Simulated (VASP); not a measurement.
A run of VASP 6.6.1:

File INCAR:

```
  ALGO = Normal
  EDIFF = 1E-6
  ENCUT = 520
  GGA = PE
  ISIF = 2
  ISMEAR = -1
  LASPH = True
  LCHARG = False
  LREAL = False
  LWAVE = False
  NBANDS = 17
  NELM = 100
  PREC = Accurate
  SIGMA = 0.08
```

KPOINTS

```
k-points
0
Gamma
  11 11 6
```

Contents of POSCAR:

```
Sr
1.0
    4.2379552575      0.0000000000      0.0000000000
   -2.1189776288      3.6701769131      0.0000000000
    0.0000000000      0.0000000000      7.1036625364
Sr
2
Direct
    0.3333333333      0.6666666667      0.2500000000
    0.6666666667      0.3333333333      0.7500000000
```

Potentials or basis: VASP PAW PBE potentials, release 64 (Sr_sv).

The run is started by

```sh
$ cat potpaw_PBE.64/Sr_sv/POTCAR > POTCAR
$ mpirun -np 1 vasp_std > vasp.out
```

Hardware: 1 thread of AMD EPYC 9R45 (Zen 5), on a shared host.

Problem. Estimate the wall time of this run.

Solution. Run time: 57 s on 1 thread of AMD EPYC 9R45 (Zen 5), with other jobs on the host, peak memory 0.24 GiB. Counts: scf iterations 12, k points 64.
